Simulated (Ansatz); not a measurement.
**AgCl (zincblende type): testing the settings of Wannier runs**

Aim: run 3 Wannier inputs for AgCl (zincblende type) as typed, and read from each log whether it ends well.

Method: plane waves, PAW; the settings change from run to run, as each input shows, in Ansatz 0.2.0.

### Step 1. The starting structure

The structure is cubic, space group F-43m (No. 216). The conventional cell has a = 5.986 Å, b = 5.986 Å, c = 5.986 Å, α = 90.00°, β = 90.00°, γ = 90.00°. Around Ag (site symmetry -43m) lie 4 Cl at 2.59 Å. Cl (site symmetry -43m) is surrounded by 4 Ag at 2.59 Å.

As a file:

```cif
data_structure
_symmetry_space_group_name_H-M 'P 1'
_symmetry_Int_Tables_number 1
_cell_length_a 4.2331
_cell_length_b 4.2331
_cell_length_c 4.2331
_cell_angle_alpha 60.000
_cell_angle_beta 60.000
_cell_angle_gamma 60.000
_cell_volume 53.64
loop_
_atom_site_label
_atom_site_type_symbol
_atom_site_fract_x
_atom_site_fract_y
_atom_site_fract_z
_atom_site_occupancy
Ag1 Ag 0.00000 0.00000 0.00000 1
Cl1 Cl 0.25000 0.25000 0.25000 1
```

Cell and atoms come from an earlier r2SCAN relaxation.

### Step 2. Run 1

input.yaml reads:

```yaml
crystal:
  lattice:
    - [0.0, 2.9932461729, 2.9932461729]
    - [2.9932461729, 0.0, 2.9932461729]
    - [2.9932461729, 2.9932461729, 0.0]
  atoms:
    - { symbol: Ag, position: [0.0, 0.0, 0.0] }
    - { symbol: Cl, position: [0.25, 0.25, 0.25] }
kpoints:
  mp_grid: { grid: [6, 6, 6] }
  band_path:
    path:
      - [[0.0, 0.0, 0.0], [-0.5, -0.5, -4.766411069408e-34], [-0.375, -0.375, 0.25]]
      - [[-0.375, 6.075265732637e-17, 0.375], [0.0, 0.0, 0.0], [-1.246769366549e-17, -1.246769366549e-17, 0.5], [-0.5, -0.25, 0.25], [-0.5, -0.5, -4.766411069408e-34]]
    npoints: 10
hamiltonian:
  xc: pbe
scf:
  occupations: { method: fixed }
  n_extra_bands: 8
output:
  forces: false
  stress: false
  eigenvalues: true
  wannier:
    kmesh: [6, 6, 6]
    projections:
      - { species: Cl, l: s, shell: 3 }
      - { species: Cl, l: p, shell: 3 }
      - { species: Ag, l: s, shell: 5 }
      - { species: Ag, l: p, shell: 5 }
    minimise: true
    write_hr: true
    conv_tol: 1.0e-08
    max_iter: 3000
    disentanglement: { window: [-20.83, 22.42], frozen_window: [1.67, 7.92] }
```

Run with:

```
ansatz run input.yaml --threads 4 --pin off --max-ram 3686MiB --backend cpu --events-out ev --progress --plain --runs-dir out
```

The log of the run:

```text
Warning: RAYON_NUM_THREADS=4 ignored (pool sized by the plan → 4); use --threads N
Ag: the file doesn't list 5p, so it is added from the neutral free atom; the dataset's partial waves leave at most 1.1e-2 of an orbital's norm unspanned inside its sphere
scf.n_extra_bands = 8 over 13 filled bands (N_el = 26.0): the run solves 21 bands
Engine: ansatz 0.2.0, aarch64-unknown-linux-gnu
Pseudopotentials: kind: paw
Pseudopotential: Ag, paw, valence charge 19, recommended cutoff 420 eV (normal), Ag.paw.azcp
Pseudopotential: Cl, paw, valence charge 7, recommended cutoff 420 eV (normal), Cl.paw.azcp
Functional definition: PBE
  parameter kappa = 0.804
  parameter beta = 0.06672455060314922
  exchange = pbe_x(kappa = kappa, mu = beta*pi^2/3)
  correlation = pbe_c(beta = beta)
Crystal: 2 atoms, lattice volume = 53.636 Å³
Basis set: ecut = 420 eV, 1067 PW (Γ)
Bands: 21, of which v1, the nominal top of the filled ones, is band 13 counted from 1 (12 counted from 0)
Symmetry: 24 space group operations
Space group: F-43m (ITA 216), of the structure as read, at distance tolerance 3.8e-5 Å
k-points: 16 of 216 (time reversal used)
Non-local potential: Ag, projectors of the file, l = 0: 3, l = 1: 2, l = 2: 2, l = 3: 1
Non-local potential: Cl, projectors of the file, l = 0: 2, l = 1: 2, l = 2: 2
PAW form: soft (Blöchl's): semilocal exchange-correlation on the pseudo side does not see the compensation charge
PAW one-centre angular grid: Ag, 590 points (default); XC on 64 Gauss nodes
PAW one-centre angular grid: Cl, 110 points (default); XC on 64 Gauss nodes
Initial density: superposition of atomic densities (neutral atoms: chi_scale 0, normalization atom), corrected by the library's trained network
Initial wavefunctions: pseudopotential atomic-orbital guess
Functional: x = pbe(κ = 0.804, μ = 0.2195149727645171), c = pbe(β = 0.06672455060314922)
SCF iter   1: F=—  HF=-8670.940538 eV  |F-HF|=—  |Δ(HF+E_count)|=         —  Δρ=4.80e-4  dr2=1.36e-4  ethr=1.77e-3  ⟨swp⟩=5.1  Hψ=1382  notcnv=0  defer=96
preconditioner: auto → none  [insulator: Δε(μ)=1.250 eV  Ē_g=13.729 eV  n_scr=14 (ndim 8)  ℏωp=21.5 eV  f_vac=0.210  ε∞_Penn≈3.5]
SCF iter   2: F=—  HF=-8670.941012 eV  |F-HF|=—  |Δ(HF+E_count)|=   4.74e-4  Δρ=3.34e-4  dr2=4.19e-5  ethr=5.22e-7  ⟨swp⟩=2.6  Hψ=750  notcnv=0  defer=94
SCF iter   3: F=—  HF=-8670.941097 eV  |F-HF|=—  |Δ(HF+E_count)|=   8.47e-5  Δρ=1.65e-4  dr2=1.33e-5  ethr=1.61e-7  ⟨swp⟩=2.4  Hψ=479  notcnv=0  defer=93
SCF iter   4: F=—  HF=-8670.941122 eV  |F-HF|=—  |Δ(HF+E_count)|=   2.55e-5  Δρ=3.88e-5  dr2=6.24e-7  ethr=5.10e-8  ⟨swp⟩=2.0  Hψ=435  notcnv=0  defer=96
iter 5 did not close the SCF: its close was put off for the readings that it lacked (scf_convergence_deferred on its scf_iter line)
SCF iter   5: F=-8670.941127 eV  HF=-8670.941127 eV  |F-HF|=5.25e-8  |Δ(HF+E_count)|=   4.86e-6  Δρ=4.61e-6  dr2=7.75e-9  ethr=2.40e-9  ⟨swp⟩=2.0  Hψ=428  notcnv=0  defer=96
SCF iter   6: F=-8670.941127 eV  HF=-8670.941127 eV  |F-HF|=2.55e-10  |Δ(HF+E_count)|=   6.10e-8  Δρ=1.30e-6  dr2=7.83e-10  ethr=2.98e-11  ⟨swp⟩=6.5  Hψ=1664  notcnv=0
SCF 1 converged in 6 iterations: F = -8670.941127 eV  dr2 = 7.83e-10
NSCF: frozen V_eff on 62 k-points
NSCF: frozen V_eff on 19 k-points
the Wannier pass solved 19 of the 216 points of its mesh, and has the states at the others by symmetry: states obtained by the crystal's operations at points that were solved too leave a residual of 3.29e-13 eV (read by the count's bands and the next), within 6.67e-6 eV
NSCF: frozen V_eff on 19 k-points
the Wannier pass solved 19 of the 216 points of its mesh, and has the states at the others by symmetry: states obtained by the crystal's operations at points that were solved too leave a residual of 5.02e-13 eV (read by the count's bands and the next), within 6.67e-6 eV
SCF converged after 6 iterations
Free energy (F): -8670.941127 eV
Harris-Foulkes:  -8670.941127 eV  (|F-HF|=2.55e-10)
Internal energy: -8670.941127 eV  (E = F + TS)
E sigma→0 (E₀):  -8670.941127 eV
Fermi energy:    5.169965 eV
--- Per-component energies (eV) ---
  E_band       = -431.559977
  E_kinetic    = 689.230964
  E_local      = -3735.323563  (includes V_loc(G=0)·N_el)
  E_nonlocal   = 112.081856
  E_hartree    = 1634.922131
  E_xc         = -289.986114
  E_vxc        = -354.140117  (∫ρ·V_xc dr)
  E_paw        = -4564.531317  (= ΣΔE_a)
  E_vpaw       = -413.251760  (= ΣTr[D̂ρ^β])
  E_aug_tail   = 0.000395  (compensation charges beyond the density's cutoff)
  E_ewald      = -2517.335481
  E_smearing   = -0.000000  (= −TS)
  E_closure    = -0.000000  (closes the sum)
  Σ components = -8670.941127   (vs F -8670.941127, Δ=0.00e0)
--- Band table (eV; the first three rows and the last of 16) ---
  k-point 0: bands = ["-84.4127", "-47.9470", "-47.9470", "-47.9470", "-9.6949", "1.0698", "1.0698", "1.0698", "3.0374", "3.0374", "5.1700", "5.1700", "5.1700", "6.4216", "13.1953", "13.1953", "13.1953", "17.5592", "17.5592", "18.0413", "19.5178"]
  k-point 1: bands = ["-84.4127", "-47.9472", "-47.9470", "-47.9470", "-9.6501", "1.0044", "1.1208", "1.1208", "3.0321", "3.0321", "4.5434", "5.0418", "5.0418", "7.2297", "12.4976", "13.4204", "13.4204", "16.9166", "16.9166", "18.1003", "19.8006"]
  k-point 2: bands = ["-84.4127", "-47.9478", "-47.9471", "-47.9471", "-9.5594", "0.9632", "1.2181", "1.2181", "3.0604", "3.0604", "3.6383", "4.7587", "4.7587", "8.4299", "11.8508", "13.6010", "13.6010", "17.1643", "17.1643", "17.2559", "20.5823"]
  k-point 15: bands = ["-84.4127", "-47.9479", "-47.9475", "-47.9474", "-9.4553", "0.9325", "1.3925", "1.5943", "3.0350", "3.2267", "3.2712", "3.5814", "4.1063", "10.6836", "10.7988", "13.7482", "13.7613", "16.2448", "18.4441", "18.5524", "18.9103"]
Error: a combination of the trial orbitals is all but absent from the optimal subspace at ik = 0: its weight there is 1.8e-15 of the largest combination's or less, which the computation cannot tell from zero, so that the projections give no starting gauge (the trial orbitals are those of output.wannier.projections, and ik = 0 is k-point 1 of the .win and .amn files); move output.wannier.disentanglement.frozen_window, whose bands are always kept in the subspace
```

It took 18 s on 4 threads of Arm Neoverse N1, shared host; peak memory 0.38 GiB.

What is wrong: It ended in an error. Some combination of the trial orbitals has almost no weight, at one k point, in the states chosen from the window. Fix: choose trial orbitals that match the bands, or move the windows as the message advises.

### Step 3. Run 2

input.yaml: that of step 2 with these lines changed.

```diff
@@ -19,3 +19,3 @@
   occupations: { method: fixed }
-  n_extra_bands: 8
+  n_extra_bands: 6
 output:
@@ -26,7 +26,3 @@
     kmesh: [6, 6, 6]
-    projections:
-      - { species: Cl, l: s, shell: 3 }
-      - { species: Cl, l: p, shell: 3 }
-      - { species: Ag, l: s, shell: 5 }
-      - { species: Ag, l: p, shell: 5 }
+    projections: [{ species: Ag, l: d, shell: 4 }]
     minimise: true
@@ -34,3 +30,3 @@
     conv_tol: 1.0e-08
-    max_iter: 3000
-    disentanglement: { window: [-20.83, 22.42], frozen_window: [1.67, 7.92] }
+    max_iter: 1000
+    disentanglement: { window: [4.67, 5.22] }
```

Run with:

```
ansatz run input.yaml --threads 4 --pin off --max-ram 3686MiB --backend cpu --events-out ev --progress --plain --runs-dir out
```

The log of the run:

```text
Warning: RAYON_NUM_THREADS=4 ignored (pool sized by the plan → 4); use --threads N
scf.n_extra_bands = 6 over 13 filled bands (N_el = 26.0): the run solves 19 bands
[... 9 set-up lines as earlier in the session ...]
Crystal: 2 atoms, lattice volume = 53.636 Å³
Basis set: ecut = 420 eV, 1067 PW (Γ)
Bands: 19, of which v1, the nominal top of the filled ones, is band 13 counted from 1 (12 counted from 0)
[... 2 set-up lines as earlier in the session ...]
k-points: 16 of 216 (time reversal used)
[... 8 set-up lines as earlier in the session ...]
SCF iter   1: F=—  HF=-8670.940354 eV  |F-HF|=—  |Δ(HF+E_count)|=         —  Δρ=4.77e-4  dr2=1.35e-4  ethr=1.77e-3  ⟨swp⟩=5.2  Hψ=1278  notcnv=0  defer=63
preconditioner: auto → none  [insulator: Δε(μ)=1.250 eV  Ē_g=12.332 eV  n_scr=14 (ndim 8)  ℏωp=21.5 eV  f_vac=0.210  ε∞_Penn≈4.0]
SCF iter   2: F=—  HF=-8670.941016 eV  |F-HF|=—  |Δ(HF+E_count)|=   6.62e-4  Δρ=3.38e-4  dr2=4.20e-5  ethr=5.19e-7  ⟨swp⟩=2.8  Hψ=744  notcnv=0  defer=62
SCF iter   3: F=—  HF=-8670.941097 eV  |F-HF|=—  |Δ(HF+E_count)|=   8.13e-5  Δρ=1.65e-4  dr2=1.33e-5  ethr=1.62e-7  ⟨swp⟩=2.6  Hψ=486  notcnv=0  defer=60
SCF iter   4: F=—  HF=-8670.941123 eV  |F-HF|=—  |Δ(HF+E_count)|=   2.56e-5  Δρ=3.84e-5  dr2=6.01e-7  ethr=5.10e-8  ⟨swp⟩=2.0  Hψ=432  notcnv=0  defer=64
iter 5 did not close the SCF: its close was put off for the readings that it lacked (scf_convergence_deferred on its scf_iter line)
SCF iter   5: F=-8670.941127 eV  HF=-8670.941127 eV  |F-HF|=5.90e-8  |Δ(HF+E_count)|=   4.82e-6  Δρ=4.81e-6  dr2=9.02e-9  ethr=2.31e-9  ⟨swp⟩=2.0  Hψ=423  notcnv=0  defer=64
SCF iter   6: F=-8670.941127 eV  HF=-8670.941127 eV  |F-HF|=2.38e-10  |Δ(HF+E_count)|=   6.83e-8  Δρ=1.54e-6  dr2=1.03e-9  ethr=3.47e-11  ⟨swp⟩=6.1  Hψ=1370  notcnv=0
SCF 1 converged in 6 iterations: F = -8670.941127 eV  dr2 = 1.03e-9
NSCF: frozen V_eff on 62 k-points
NSCF: frozen V_eff on 19 k-points
the Wannier pass solved 19 of the 216 points of its mesh, and has the states at the others by symmetry: states obtained by the crystal's operations at points that were solved too leave a residual of 2.36e-13 eV (read by the count's bands and the next), within 6.67e-6 eV
SCF converged after 6 iterations
Free energy (F): -8670.941127 eV
Harris-Foulkes:  -8670.941127 eV  (|F-HF|=2.38e-10)
Internal energy: -8670.941127 eV  (E = F + TS)
E sigma→0 (E₀):  -8670.941127 eV
Fermi energy:    5.169963 eV
--- Per-component energies (eV) ---
  E_band       = -431.560027
  E_kinetic    = 689.230990
  E_local      = -3735.323722  (includes V_loc(G=0)·N_el)
  E_nonlocal   = 112.081895
  E_hartree    = 1634.922253
  E_xc         = -289.986117
  E_vxc        = -354.140121  (∫ρ·V_xc dr)
  E_paw        = -4564.531340  (= ΣΔE_a)
  E_vpaw       = -413.251766  (= ΣTr[D̂ρ^β])
  E_aug_tail   = 0.000395  (compensation charges beyond the density's cutoff)
  E_ewald      = -2517.335481
  E_smearing   = -0.000000  (= −TS)
  E_closure    = -0.000000  (closes the sum)
  Σ components = -8670.941127   (vs F -8670.941127, Δ=0.00e0)
--- Band table (eV; the first three rows and the last of 16) ---
  k-point 0: bands = ["-84.4127", "-47.9470", "-47.9470", "-47.9470", "-9.6949", "1.0698", "1.0698", "1.0698", "3.0374", "3.0374", "5.1700", "5.1700", "5.1700", "6.4216", "13.1952", "13.1952", "13.1952", "17.5592", "17.5592"]
  k-point 1: bands = ["-84.4127", "-47.9472", "-47.9470", "-47.9470", "-9.6501", "1.0044", "1.1208", "1.1208", "3.0321", "3.0321", "4.5433", "5.0418", "5.0418", "7.2297", "12.4976", "13.4204", "13.4204", "16.9166", "16.9166"]
  k-point 2: bands = ["-84.4127", "-47.9478", "-47.9471", "-47.9471", "-9.5594", "0.9632", "1.2181", "1.2181", "3.0604", "3.0604", "3.6383", "4.7587", "4.7587", "8.4299", "11.8508", "13.6010", "13.6010", "17.1643", "17.1643"]
  k-point 15: bands = ["-84.4127", "-47.9479", "-47.9475", "-47.9474", "-9.4553", "0.9325", "1.3925", "1.5943", "3.0350", "3.2267", "3.2712", "3.5814", "4.1063", "10.6836", "10.7988", "13.7482", "13.7613", "16.2448", "18.4441"]
Error: output.wannier: at mesh point 0 (counted from 0) output.wannier.disentanglement.window holds 3 states for 5 functions, beside 0 of inner shells that are left out. Raise the window's top, and output.wannier.disentanglement.top_band where it is typed. No Wannier file is written
```

It took 2.7 s on 4 threads of Arm Neoverse N1, shared host; peak memory 0.33 GiB.

Diagnosis: The run stopped with an error. The outer window holds fewer states than functions. Cure: widen it.

### Step 4. Run 3

input.yaml: that of step 3 with these lines changed.

```diff
@@ -19,3 +19,3 @@
   occupations: { method: fixed }
-  n_extra_bands: 6
+  n_extra_bands: 8
 output:
@@ -26,7 +26,7 @@
     kmesh: [6, 6, 6]
-    projections: [{ species: Ag, l: d, shell: 4 }]
+    projections: [{ species: Ag, l: d, shell: 4 }, { species: Cl, l: p, shell: 3 }]
     minimise: true
     write_hr: true
-    conv_tol: 1.0e-08
+    conv_tol: 0.001
     max_iter: 1000
-    disentanglement: { window: [4.67, 5.22] }
+    disentanglement: { window: [-4.83, 15.42], frozen_window: [1.67, 7.42] }
```

Run with:

```
ansatz run input.yaml --threads 4 --pin off --max-ram 3686MiB --backend cpu --events-out ev --progress --plain --runs-dir out
```

The log of the run:

```text
Warning: RAYON_NUM_THREADS=4 ignored (pool sized by the plan → 4); use --threads N
scf.n_extra_bands = 8 over 13 filled bands (N_el = 26.0): the run solves 21 bands
[... 9 set-up lines as earlier in the session ...]
Crystal: 2 atoms, lattice volume = 53.636 Å³
Basis set: ecut = 420 eV, 1067 PW (Γ)
Bands: 21, of which v1, the nominal top of the filled ones, is band 13 counted from 1 (12 counted from 0)
[... 2 set-up lines as earlier in the session ...]
k-points: 16 of 216 (time reversal used)
[... 8 set-up lines as earlier in the session ...]
SCF iter   1: F=—  HF=-8670.940538 eV  |F-HF|=—  |Δ(HF+E_count)|=         —  Δρ=4.80e-4  dr2=1.36e-4  ethr=1.77e-3  ⟨swp⟩=5.1  Hψ=1382  notcnv=0  defer=96
preconditioner: auto → none  [insulator: Δε(μ)=1.250 eV  Ē_g=13.729 eV  n_scr=14 (ndim 8)  ℏωp=21.5 eV  f_vac=0.210  ε∞_Penn≈3.5]
SCF iter   2: F=—  HF=-8670.941012 eV  |F-HF|=—  |Δ(HF+E_count)|=   4.74e-4  Δρ=3.34e-4  dr2=4.19e-5  ethr=5.22e-7  ⟨swp⟩=2.6  Hψ=750  notcnv=0  defer=94
SCF iter   3: F=—  HF=-8670.941097 eV  |F-HF|=—  |Δ(HF+E_count)|=   8.47e-5  Δρ=1.65e-4  dr2=1.33e-5  ethr=1.61e-7  ⟨swp⟩=2.4  Hψ=479  notcnv=0  defer=93
SCF iter   4: F=—  HF=-8670.941122 eV  |F-HF|=—  |Δ(HF+E_count)|=   2.55e-5  Δρ=3.88e-5  dr2=6.24e-7  ethr=5.10e-8  ⟨swp⟩=2.0  Hψ=435  notcnv=0  defer=96
iter 5 did not close the SCF: its close was put off for the readings that it lacked (scf_convergence_deferred on its scf_iter line)
SCF iter   5: F=-8670.941127 eV  HF=-8670.941127 eV  |F-HF|=5.25e-8  |Δ(HF+E_count)|=   4.86e-6  Δρ=4.61e-6  dr2=7.75e-9  ethr=2.40e-9  ⟨swp⟩=2.0  Hψ=428  notcnv=0  defer=96
SCF iter   6: F=-8670.941127 eV  HF=-8670.941127 eV  |F-HF|=2.55e-10  |Δ(HF+E_count)|=   6.10e-8  Δρ=1.30e-6  dr2=7.83e-10  ethr=2.98e-11  ⟨swp⟩=6.5  Hψ=1664  notcnv=0
SCF 1 converged in 6 iterations: F = -8670.941127 eV  dr2 = 7.83e-10
NSCF: frozen V_eff on 62 k-points
NSCF: frozen V_eff on 19 k-points
the Wannier pass solved 19 of the 216 points of its mesh, and has the states at the others by symmetry: states obtained by the crystal's operations at points that were solved too leave a residual of 3.29e-13 eV (read by the count's bands and the next), within 6.67e-6 eV
SCF converged after 6 iterations
Free energy (F): -8670.941127 eV
Harris-Foulkes:  -8670.941127 eV  (|F-HF|=2.55e-10)
Internal energy: -8670.941127 eV  (E = F + TS)
E sigma→0 (E₀):  -8670.941127 eV
Fermi energy:    5.169965 eV
--- Per-component energies (eV) ---
  E_band       = -431.559977
  E_kinetic    = 689.230964
  E_local      = -3735.323563  (includes V_loc(G=0)·N_el)
  E_nonlocal   = 112.081856
  E_hartree    = 1634.922131
  E_xc         = -289.986114
  E_vxc        = -354.140117  (∫ρ·V_xc dr)
  E_paw        = -4564.531317  (= ΣΔE_a)
  E_vpaw       = -413.251760  (= ΣTr[D̂ρ^β])
  E_aug_tail   = 0.000395  (compensation charges beyond the density's cutoff)
  E_ewald      = -2517.335481
  E_smearing   = -0.000000  (= −TS)
  E_closure    = -0.000000  (closes the sum)
  Σ components = -8670.941127   (vs F -8670.941127, Δ=0.00e0)
--- Band table (eV; the first three rows and the last of 16) ---
  k-point 0: bands = ["-84.4127", "-47.9470", "-47.9470", "-47.9470", "-9.6949", "1.0698", "1.0698", "1.0698", "3.0374", "3.0374", "5.1700", "5.1700", "5.1700", "6.4216", "13.1953", "13.1953", "13.1953", "17.5592", "17.5592", "18.0413", "19.5178"]
  k-point 1: bands = ["-84.4127", "-47.9472", "-47.9470", "-47.9470", "-9.6501", "1.0044", "1.1208", "1.1208", "3.0321", "3.0321", "4.5434", "5.0418", "5.0418", "7.2297", "12.4976", "13.4204", "13.4204", "16.9166", "16.9166", "18.1003", "19.8006"]
  k-point 2: bands = ["-84.4127", "-47.9478", "-47.9471", "-47.9471", "-9.5594", "0.9632", "1.2181", "1.2181", "3.0604", "3.0604", "3.6383", "4.7587", "4.7587", "8.4299", "11.8508", "13.6010", "13.6010", "17.1643", "17.1643", "17.2559", "20.5823"]
  k-point 15: bands = ["-84.4127", "-47.9479", "-47.9475", "-47.9474", "-9.4553", "0.9325", "1.3925", "1.5943", "3.0350", "3.2267", "3.2712", "3.5814", "4.1063", "10.6836", "10.7988", "13.7482", "13.7613", "16.2448", "18.4441", "18.5524", "18.9103"]
Error: a combination of the trial orbitals is all but absent from the optimal subspace at ik = 0: its weight there is 1.8e-15 of the largest combination's or less, which the computation cannot tell from zero, so that the projections give no starting gauge (the trial orbitals are those of output.wannier.projections, and ik = 0 is k-point 1 of the .win and .amn files); move output.wannier.disentanglement.frozen_window, whose bands are always kept in the subspace
```

Wall time 6.8 s (4 threads of Arm Neoverse N1, shared host); peak memory 0.34 GiB.

What is wrong: It ended in an error. Some combination of the trial orbitals has almost no weight, at one k point, in the states chosen from the window. Fix: choose trial orbitals that match the bands, or move the windows as the message advises.

### Step 5. How the runs ended

```tsv
run	settings	ended	fault	time
1	PBE, 8 functions, 6×6×6, window -20.83 to 22.42 eV, frozen 1.67 to 7.92 eV	stopped by an error	some combination of the trial orbitals has almost no weight, at one k point, in the states chosen from the window	18 s
2	PBE, 5 functions, 6×6×6, window 4.67 to 5.22 eV	stopped by an error	the outer window holds fewer states than functions	2.7 s
3	PBE, 8 functions, 6×6×6, window -4.83 to 15.42 eV, frozen 1.67 to 7.42 eV	stopped by an error	some combination of the trial orbitals has almost no weight, at one k point, in the states chosen from the window	6.8 s
```

In words: 3 stopped by an error. No run passed without a fault or warning, so no result is quoted.
